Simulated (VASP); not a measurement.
# TePb (Fm-3m) in VASP: further runs

Aim: see how the results for TePb move with the level of theory and the settings. Levels: PBE, LDA, PBEsol. Tasks: single point.

Everything below comes from runs of VASP 6.6.1. Logs are shortened: lines on timing, memory, paths and dates and some standing lists are left out, and cuts for length are marked.

**What was measured.**

A printed reference work, monograph reports, for a bulk crystal of TePb at 4.2 K: band gap 0.19 eV (direct).

The runs below are set against these values where they give the same quantity.

## 1. The cell of the first run

The structure is cubic, space group Fm-3m (No. 225). The conventional cell has a = 6.536 Å, b = 6.536 Å, c = 6.536 Å, α = 90.00°, β = 90.00°, γ = 90.00°. Within 4.3 Å of Te (site symmetry m-3m) lie 6 Pb at 3.27 Å. Within 4.3 Å of Pb (site symmetry m-3m) lie 6 Te at 3.27 Å.

## 2. Single point, PBE

File INCAR:

```
PREC     = Accurate       # precision mode
ENCUT    = 520            # plane-wave cutoff, eV
EDIFF    = 1E-7           # SCF threshold, eV
ISMEAR   = 0              # smearing method
SIGMA    = 0.01           # smearing width, eV
LREAL    = False          # projectors in reciprocal space
LASPH    = True           # aspherical terms in the spheres
NELM     = 80             # most SCF steps
ALGO     = Normal         # electronic algorithm
ISIF     = 2              # what is computed and relaxed
LWAVE    = False          # write WAVECAR
LCHARG   = False          # write CHGCAR
GGA      = PE             # functional
NBANDS   = 17             # bands
```

File KPOINTS:

```
Automatic mesh
0
Gamma
  4 4 4
```

File POSCAR:

```
TePb
1.0
    0.0000000000      3.2678555438      3.2678555438
    3.2678555438      0.0000000000      3.2678555438
    3.2678555438      3.2678555438      0.0000000000
Te Pb
1 1
Direct
    0.5000000000      0.5000000000      0.5000000000
    0.0000000000      0.0000000000      0.0000000000
```

Potentials or basis: VASP PAW PBE potentials, release 64 (Te, Pb_d).

Run with:

```console
$ cat potpaw_PBE.64/Te/POTCAR potpaw_PBE.64/Pb_d/POTCAR > POTCAR
$ mpirun -np 1 vasp_std > vasp.out
```

OUTCAR:

```text
PREC = Accurate
   ENCUT = 520
   EDIFF = 1E-7
   ISMEAR = 0
   LREAL = False
   LASPH = True
   NELM = 80
   ISIF = 2
   GGA = PE

 ion  position               nearest neighbor table
   1  0.500  0.500  0.500-   2 3.27   2 3.27   2 3.27   2 3.27   2 3.27   2 3.27
   2  0.000  0.000  0.000-   1 3.27   1 3.27   1 3.27   1 3.27   1 3.27   1 3.27

  LATTYP: Found a face centered cubic cell.
 ALAT       =     6.5357110876

  Lattice vectors:

 A1 = (   0.0000000000,   3.2678555438,   3.2678555438)
 A2 = (   3.2678555438,   0.0000000000,   3.2678555438)
 A3 = (   3.2678555438,   3.2678555438,   0.0000000000)

Analysis of symmetry for initial positions (statically):
=====================================================================
 Subroutine PRICEL returns:
 Original cell was already a primitive cell.

 Routine SETGRP: Setting up the symmetry group for a
 face centered cubic supercell.

 Subroutine GETGRP returns: Found 48 space group operations
 (whereof 48 operations were pure point group operations)
 out of a pool of 48 trial point group operations.

The static configuration has the point symmetry O_h .

Analysis of symmetry for dynamics (positions and initial velocities):
=====================================================================
 Subroutine PRICEL returns:
 Original cell was already a primitive cell.

 Routine SETGRP: Setting up the symmetry group for a
 face centered cubic supercell.

 Subroutine GETGRP returns: Found 48 space group operations
 (whereof 48 operations were pure point group operations)
 out of a pool of 48 trial point group operations.

The dynamic configuration has the point symmetry O_h .

 Subroutine INISYM returns: Found 48 space group operations
 (whereof 48 operations are pure point group operations),
 and found     1 'primitive' translations

----------------------------------------------------------------------------------------

                                     Primitive cell

  volume of cell :      69.7941

  direct lattice vectors                    reciprocal lattice vectors
     0.000000000  3.267855544  3.267855544    -0.153005539  0.153005539  0.153005539
     3.267855544  0.000000000  3.267855544     0.153005539 -0.153005539  0.153005539
     3.267855544  3.267855544  0.000000000     0.153005539  0.153005539 -0.153005539

  length of vectors
     4.621445630  4.621445630  4.621445630     0.265013368  0.265013368  0.265013368

  position of ions in fractional coordinates (direct lattice)
     0.500000000  0.500000000  0.500000000
     0.000000000  0.000000000  0.000000000

[... 60 lines left out ...]
   LREAL  =      F    real-space projection
   EDIFFG = 0.1E-05   stopping-criterion for IOM
   NSW    =      0    number of steps for IOM
   IBRION =     -1    ionic relax: 0-MD 1-quasi-New 2-CG
   NFREE  =      0    steps in history (QN), initial steepest desc. (CG)
   ISIF   =      2    stress and relaxation
   ISYM   =      2    0-nonsym 1-usesym 2-fastsym
   POTIM  = 0.5000    time-step for ionic-motion
   TEBEG  =    0.0;   TEEND  =   0.0 temperature during run
   PSTRESS=    0.0 pullay stress
   NELECT =      20.0000    total number of electrons
   NUPDOWN=      -1.0000    fix difference up-down
   EMIN   =  10.00;   EMAX   =-10.00  energy-range for DOS
   EFERMI =   0.00;   METHOD = LEGACY
   ISMEAR =     0;   SIGMA  =   0.01  broadening in eV -4-tet -1-fermi 0-gaus
   EFERMI_NEDOS =   21; number of points for ismear=-14 and -15
   IALGO  =     38    algorithm
   IMIX   =      4    mixing-type and parameters
     AMIX     =   0.40;   BMIX     =  1.00
     AMIX_MAG =   1.60;   BMIX_MAG =  1.00
  volume/ion in A,a.u.               =      34.90       235.50
  Fermi-wavevector in a.u.,A,eV,Ry     =   1.079308  2.039596 15.849499  1.164905
  Thomas-Fermi vector in A             =   2.215269
   LORBIT       =      0    0 simple, 1 ext, 2 COOP (PROOUT), +10 PAW based schemes
   GGA     = PE    functional components
   LHFCALC =     F    Hartree Fock is set to
   AEXX    =    0.0000 exact exchange contribution
   IVDW    =     0    specifies the selected vdW correction
   LEPSILON=     F    determine dielectric tensor
   LRPA    =     F    only Hartree local field effects (RPA)
 non-spin polarized calculation
 Gauss-broadening in eV      SIGMA  =   0.01
  energy-cutoff  :      520.00
  volume of cell :       69.79
 maximum number of plane-waves:      1893
 NGX is ok and might be reduce to    36
   NGX = 17   NGY = 17   NGZ = 17

 number of electron      20.0000002 magnetization

 Free energy of the ion-electron system (eV)
  ---------------------------------------------------
  ext. energy  EPLUGINS =         0.00000000
  ---------------------------------------------------
  free energy    TOTEN  =        -7.51353531 eV

  energy without entropy =       -7.51353531  energy(sigma->0) =       -7.51353531

 E-fermi :   5.2847     XC(G=0):  -9.1511

 val. band max:        5.1838545518   @ k =   0.5000   0.0000   0.0000
 cond. band min:       5.9866998778   @ k =   0.5000   0.0000   0.0000
 fundamental gap:      0.8028453260
 Fermi energy:         5.2846730912

 k-point     1 :       0.0000    0.0000    0.0000
  band No.  band energies     occupation
      1     -11.4858      2.00000
      2     -11.4858      2.00000
      3     -11.4788      2.00000
      4     -11.4788      2.00000
      5     -11.4788      2.00000
      6      -6.5519      2.00000
[... 137 lines left out ...]
      4     -11.4722      2.00000
      5     -11.4563      2.00000
      6      -4.8413      2.00000
[... 9 lines left out ...]
     16      16.0911      0.00000
     17      16.1540      0.00000

------------------------ aborting loop because EDIFF is reached ----------------------------------------

  FORCE on cell =-STRESS in cart. coord.  units (eV):
  Direction    XX          YY          ZZ          XY          YZ          ZX
  --------------------------------------------------------------------------------------
  -------------------------------------------------------------------------------------
  Total        0.2519012      0.2519012      0.2519012      0.0000000      0.0000000     -0.0000000
  in kB        5.7825871      5.7825871      5.7825871      0.0000000      0.0000000     -0.0000000
  external PRESSURE =       5.7825871 kB  Pullay stress =       0.0000000 kB

 VOLUME and BASIS-vectors are now :
 -----------------------------------------------------------------------------
  energy-cutoff  :      520.00
  volume of cell :       69.79
      direct lattice vectors                 reciprocal lattice vectors
     0.000000000  3.267855544  3.267855544    -0.153005539  0.153005539  0.153005539
     3.267855544  0.000000000  3.267855544     0.153005539 -0.153005539  0.153005539
     3.267855544  3.267855544  0.000000000     0.153005539  0.153005539 -0.153005539

 POSITION                                       TOTAL-FORCE (eV/Angst)
 -----------------------------------------------------------------------------------
      3.26786      3.26786      3.26786         0.000000     -0.000000      0.000000
      0.00000      0.00000      0.00000        -0.000000      0.000000     -0.000000
 -----------------------------------------------------------------------------------
    total drift:                               -0.000000      0.000000      0.000000

  FREE ENERGIE OF THE ION-ELECTRON SYSTEM (eV)
  ---------------------------------------------------
  free  energy   TOTEN  =        -7.5135353133 eV

  energy  without entropy=       -7.5135353133  energy(sigma->0) =       -7.51353531
```

OSZICAR:

```text
N       E                     dE             d eps       ncg     rms          rms(c)
DAV:   1     0.152902226764E+03    0.15290E+03   -0.91684E+03   280   0.110E+03
DAV:   2     0.335686443312E+01   -0.14955E+03   -0.14522E+03   277   0.293E+02
DAV:   3    -0.734980858514E+01   -0.10707E+02   -0.10664E+02   360   0.869E+01
DAV:   4    -0.764369284461E+01   -0.29388E+00   -0.29381E+00   348   0.156E+01
DAV:   5    -0.765178200129E+01   -0.80892E-02   -0.80887E-02   374   0.230E+00    0.311E+00
DAV:   6    -0.751554471084E+01    0.13624E+00   -0.31282E-01   412   0.372E+00    0.193E+00
DAV:   7    -0.751154832589E+01    0.39964E-02   -0.87283E-02   346   0.139E+00    0.917E-01
DAV:   8    -0.751366400244E+01   -0.21157E-02   -0.10341E-02   331   0.101E+00    0.163E-01
DAV:   9    -0.751349989462E+01    0.16411E-03   -0.15757E-03   437   0.405E-01    0.713E-02
DAV:  10    -0.751353111848E+01   -0.31224E-04   -0.18808E-04   323   0.106E-01    0.179E-02
DAV:  11    -0.751353634878E+01   -0.52303E-05   -0.44057E-05   390   0.538E-02    0.178E-02
DAV:  12    -0.751353611717E+01    0.23162E-06   -0.24068E-06   334   0.868E-03    0.132E-02
DAV:  13    -0.751353529686E+01    0.82031E-06   -0.85925E-07   341   0.678E-03    0.399E-03
DAV:  14    -0.751353531331E+01   -0.16459E-07   -0.56322E-07   340   0.517E-03
   1 F= -.75135353E+01 E0= -.75135353E+01  d E =-.253497E-47
```

stdout:

```text
POSCAR found type information on POSCAR TePb
 POSCAR found :  2 types and       2 ions
 scaLAPACK will be used
 LDA part: xc-table for (Slater+PW92), standard interpolation
 POSCAR, INCAR and KPOINTS ok, starting setup
 FFT: planning ... GRIDC
 FFT: planning ... GRID_SOFT
 FFT: planning ... GRID
 WAVECAR not read
 entering main loop
```

Wall time 12 s (1 thread of Intel Xeon Platinum 8259CL at 2.50GHz (Skylake/Cascade Lake), shared host); peak memory 0.2 GiB.

What came out:

```
Free energy            : -7.5135 eV
Pressure               : 0.6 GPa
Band gap on the k mesh : 0.80 eV, direct
```

Levels at points of the mesh, in eV from the valence-band top:
| k point | band 7 | band 8 | band 9 | band 10 | band 11 | band 12 | band 13 | band 14 |
| --- | --- | --- | --- | --- | --- | --- | --- | --- |
| (0.00, 0.00, 0.00) | -5.68 | -1.21 | -1.21 | -1.21 | 4.04 | 4.04 | 4.04 | 5.88 |
| (0.50, 0.00, 0.00) | -8.41 | -0.78 | -0.78 | 0.00 | 0.80 | 1.36 | 1.36 | 8.35 |
| (0.50, 0.50, 0.00) | -7.24 | -4.23 | -2.60 | -2.60 | 3.44 | 5.36 | 5.36 | 6.52 |

Caveat: spin-orbit coupling is left out, which moves the levels of the heavy elements.

## 3. Single point, PBE

File INCAR:

```
SYSTEM = TePb
PREC     = Accurate       ! precision mode
ENCUT    = 520            ! plane-wave cutoff, eV
EDIFF    = 1E-7           ! SCF threshold, eV
ISMEAR   = 0              ! smearing method
SIGMA    = 0.01           ! smearing width, eV
LREAL    = .False.        ! projectors in reciprocal space
LASPH    = .True.         ! aspherical terms in the spheres
NELM     = 80             ! most SCF steps
ALGO     = Normal         ! electronic algorithm
ISIF     = 2              ! what is computed and relaxed
LWAVE    = .False.        ! write WAVECAR
LCHARG   = .False.        ! write CHGCAR
GGA      = PE             ! functional
NBANDS   = 17             ! bands
```

File KPOINTS:

```
Automatic mesh
0
Gamma
  4 4 4
  0 0 0
```

POSCAR is that of step 2.

Potentials or basis: VASP PAW PBE potentials, release 64 (Te, Pb_d).

Run with:

```console
$ cat potpaw_PBE.64/Te/POTCAR potpaw_PBE.64/Pb_d/POTCAR > POTCAR
$ mpirun -np 1 vasp_std > vasp.out
```

Wall time 13 s (1 thread of Intel Xeon Platinum 8259CL at 2.50GHz (Skylake/Cascade Lake), shared host); peak memory 0.2 GiB.

The run converged. Its results:

```yaml
Free_energy: -7.5135 eV
Pressure: 0.6 GPa
Band_gap_on_the_k_mesh: 0.80 eV, direct
```

Levels at points of the mesh, in eV from the valence-band top:
| k point | band 6 | band 7 | band 8 | band 9 | band 10 | band 11 | band 12 | band 13 | band 14 | band 15 |
| --- | --- | --- | --- | --- | --- | --- | --- | --- | --- | --- |
| (0.00, 0.00, 0.00) | -11.74 | -5.68 | -1.21 | -1.21 | -1.21 | 4.04 | 4.04 | 4.04 | 5.88 | 5.88 |
| (0.50, 0.00, 0.00) | -10.39 | -8.41 | -0.78 | -0.78 | 0.00 | 0.80 | 1.36 | 1.36 | 8.35 | 9.17 |
| (0.50, 0.50, 0.00) | -10.17 | -7.24 | -4.23 | -2.60 | -2.60 | 3.44 | 5.36 | 5.36 | 6.52 | 10.03 |

Caveat: spin-orbit coupling is left out, which moves the levels of the heavy elements.

## 4. Single point, LDA

This run uses another cell than the first one, of 32.49 Å³/atom, 0.931 times its volume.

File INCAR:

```
SYSTEM = TePb
  PREC = Accurate
  ENCUT = 520
  EDIFF = 1E-6
  ISMEAR = -1
  SIGMA = 0.02
  LREAL = .FALSE.
  LASPH = .TRUE.
  NELM = 60
  ALGO = Normal
  ISIF = 2
  LWAVE = .FALSE.
  LCHARG = .FALSE.
  NBANDS = 17
```

File KPOINTS:

```
regular mesh
0
G
  6 6 6
  0 0 0
```

File POSCAR:

```
TePb
1.0
    0.0000000000      3.1908344111      3.1908344111
    3.1908344111      0.0000000000      3.1908344111
    3.1908344111      3.1908344111      0.0000000000
Te Pb
1 1
Direct
    0.5000000000      0.5000000000      0.5000000000
    0.0000000000      0.0000000000      0.0000000000
```

Potentials or basis: VASP PAW LDA potentials, release 64 (Te, Pb_d).

Run with:

```console
$ cat potpaw_LDA.64/Te/POTCAR potpaw_LDA.64/Pb_d/POTCAR > POTCAR
$ mpirun -np 1 vasp_std > vasp.out
```

Run time: 16 s. Hardware: 1 thread of Intel Xeon Platinum 8259CL at 2.50GHz (Skylake/Cascade Lake), shared host; peak memory 0.17 GiB.

Results (log left out):

```
Free energy            : -8.7757 eV
Pressure               : 0.1 GPa
Band gap on the k mesh : 0.56 eV, direct
```

Levels at points of the mesh, in eV from the valence-band top:
```tsv
k point	band 6	band 7	band 8	band 9	band 10	band 11	band 12	band 13	band 14	band 15
(0.00, 0.00, 0.00)	-12.38	-5.59	-1.50	-1.50	-1.50	4.02	4.02	4.02	5.69	5.69
(0.50, 0.00, 0.00)	-10.85	-8.85	-0.99	-0.99	0.00	0.56	1.10	1.10	8.33	9.20
(0.50, 0.50, 0.00)	-10.56	-7.42	-4.83	-3.04	-3.04	3.08	5.52	5.52	6.82	10.17
```

Caveat: spin-orbit coupling is left out, which moves the levels of the heavy elements.

## 5. Single point, PBEsol

This run uses another cell than the first one, of 33.44 Å³/atom, 0.958 times its volume.

File INCAR:

```
SYSTEM = TePb
ALGO     = Normal         ! electronic algorithm
EDIFF    = 1E-6           ! SCF threshold, eV
ENCUT    = 520            ! plane-wave cutoff, eV
GGA      = PS             ! functional
ISIF     = 2              ! what is computed and relaxed
ISMEAR   = -1             ! smearing method
LASPH    = .TRUE.         ! aspherical terms in the spheres
LCHARG   = .FALSE.        ! write CHGCAR
LREAL    = .FALSE.        ! projectors in reciprocal space
LWAVE    = .FALSE.        ! write WAVECAR
NBANDS   = 17             ! bands
NELM     = 60             ! most SCF steps
PREC     = Accurate       ! precision mode
SIGMA    = 0.02           ! smearing width, eV
```

File KPOINTS:

```
k-points
0
G
  6 6 6
  0 0 0
```

File POSCAR:

```
TePb
1.0
    0.0000000000      3.2218049842      3.2218049842
    3.2218049842      0.0000000000      3.2218049842
    3.2218049842      3.2218049842      0.0000000000
Te Pb
1 1
Direct
    0.5000000000      0.5000000000      0.5000000000
    0.0000000000      0.0000000000      0.0000000000
```

Potentials or basis: VASP PAW PBE potentials, release 64 (Te, Pb_d).

Run with:

```console
$ cat potpaw_PBE.64/Te/POTCAR potpaw_PBE.64/Pb_d/POTCAR > POTCAR
$ mpirun -np 1 vasp_std > vasp.out
```

Run time: 19 s. Hardware: 1 thread of Intel Xeon Platinum 8259CL at 2.50GHz (Skylake/Cascade Lake), shared host; peak memory 0.2 GiB.

Results (log left out):

```yaml
Free_energy: -8.2601 eV
Pressure: 0.0 GPa
Band_gap_on_the_k_mesh: 0.65 eV, direct
```

Levels at points of the mesh, in eV from the valence-band top:
```tsv
k point	band 8	band 9	band 10	band 11	band 12	band 13
(0.00, 0.00, 0.00)	-1.37	-1.37	-1.37	4.07	4.07	4.07
(0.50, 0.00, 0.00)	-0.90	-0.90	0.00	0.65	1.22	1.22
(0.50, 0.50, 0.00)	-4.59	-2.85	-2.85	3.17	5.49	5.49
```

Caveat: the PAW data sets were made with another functional, which shifts forces and pressure a little; spin-orbit coupling is left out, which moves the levels of the heavy elements.

(Continued in part 2 of 2.)
